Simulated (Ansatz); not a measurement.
## CuO under changes of volume

One of the cells (11.053 Å³/atom); the others are scaled copies at fixed shape and fractional positions:

```xyz
4
Lattice="1.9910 -2.1536 0.0000 1.9910 2.1536 0.0000 0.0000 0.0000 5.1559" Properties=species:S:1:pos:R:3 pbc="T T T"
Cu    0.9955   -1.0768    0.0000
Cu    0.9955    1.0768    2.5780
O     1.9910    0.0000    1.2890
O     1.9910    0.0000    3.8669
```

Measurements of this composition are mostly on another form, of space group No. 15.

```yaml
Program: Ansatz 0.2.0
Functional: PBE
Potentials_or_basis: Ansatz NC
Cutoff: "1252 eV (not typed: the program's choice for these potentials)"
k_mesh: 9 × 9 × 5
Occupations: fermi-dirac, width 0.05 eV
Spin: no spin polarisation
```

```tsv
volume (Å³/atom)	energy over the lowest point (meV/atom)	pressure (GPa)
10.390	28.04	12.8
10.611	13.39	8.6
10.832	?	?
11.053	0.00	1.4
11.274	0.15	-1.6
11.496	4.21	-4.2
11.717	11.76	-6.6
```

Q: What does the run at 10.832 Å³/atom give?

A: Energy over the lowest point 4.24 meV/atom; pressure 4.8 GPa.

Worked out: A Birch-Murnaghan fit of order 3 (a polynomial in V^(-2/3)) to the other rows has its minimum at 11.16 Å³/atom with B0 = V·E''(V) = 152 GPa and B' = 4.8 at fixed shape and positions, which overstates the stiffness. It gives 4.24 meV/atom at 10.832 Å³/atom, against the run's 4.24, and -dE/dV = 4.8 GPa, against 4.8.

Energies are extrapolated to zero smearing.

Caveats: the run has no spin polarisation, though such a crystal can be magnetic.
